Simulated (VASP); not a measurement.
## V: single point with optB86b-vdW+U

Crystal: V.

```xyz
1
Lattice="-1.5144 1.5144 1.5144 1.5144 -1.5144 1.5144 1.5144 1.5144 -1.5144" Properties=species:S:1:pos:R:3 pbc="T T T"
V     0.0000    0.0000    0.0000
```

```json
{
  "Program": "VASP 6.6.1",
  "Task": "single point",
  "Functional": "optB86b-vdW",
  "Potentials or basis": "VASP PAW PBE potentials, release 64 (V_sv)",
  "Cutoff": "520 eV",
  "k mesh": "12 × 12 × 12",
  "Occupations": "fermi-dirac, width 0.05 eV",
  "Spin": "collinear spin, ferromagnetic start",
  "Starting moments": "[2.0] μB",
  "Hubbard terms": "V d U = 1 eV"
}
```

- Pressure: -7.1 GPa
- Band gap on the k mesh: none (metal or under the smearing width)
- Net moment: 0.13 μB per cell
- Site moments: V +0.11 μB
- Valence electrons inside the program's atomic spheres: V 11.60

Levels at points of the mesh, in eV from the Fermi level:
Spin up:
```csv
k point,band 3,band 4,band 5,band 6,band 7,band 8,band 9,band 10,band 11,band 12
"(0.00, 0.00, 0.00)",-37.23,-37.23,-6.61,0.32,0.32,0.32,2.39,2.39,20.17,20.17
"(0.50, 0.00, 0.00)",-37.48,-37.23,-3.11,-1.14,1.46,2.34,2.72,3.86,9.70,15.59
"(0.50, 0.50, 0.50)",-37.79,-37.79,-2.81,-2.81,3.49,3.49,3.49,9.80,9.80,9.80
```
Spin down:
| k point | band 3 | band 4 | band 5 | band 6 | band 7 | band 8 | band 9 | band 10 |
| --- | --- | --- | --- | --- | --- | --- | --- | --- |
| (0.00, 0.00, 0.00) | -37.13 | -37.13 | -6.53 | 0.47 | 0.47 | 0.47 | 2.45 | 2.45 |
| (0.50, 0.00, 0.00) | -37.39 | -37.14 | -3.01 | -1.00 | 1.53 | 2.43 | 2.80 | 4.01 |
| (0.50, 0.50, 0.50) | -37.69 | -37.69 | -2.74 | -2.74 | 3.63 | 3.63 | 3.63 | 9.90 |

Eigenvalues of the final occupation matrices:
```
    site  spin  trace               eigenvalues
site 1 d     1   1.59  0.26 0.26 0.36 0.36 0.36
site 1 d     2   1.49  0.25 0.25 0.33 0.33 0.33
```

Wall time 45 s on 1 thread of Intel(R) Xeon(R) Platinum 8488C (Sapphire Rapids), with other jobs on the host, peak memory 0.25 GiB.

Caveat: the PAW data sets were made with another functional, which shifts forces and pressure a little; the U is typed as a test and isn't derived for this compound. The state reached can hang on the start; a lower one may exist.
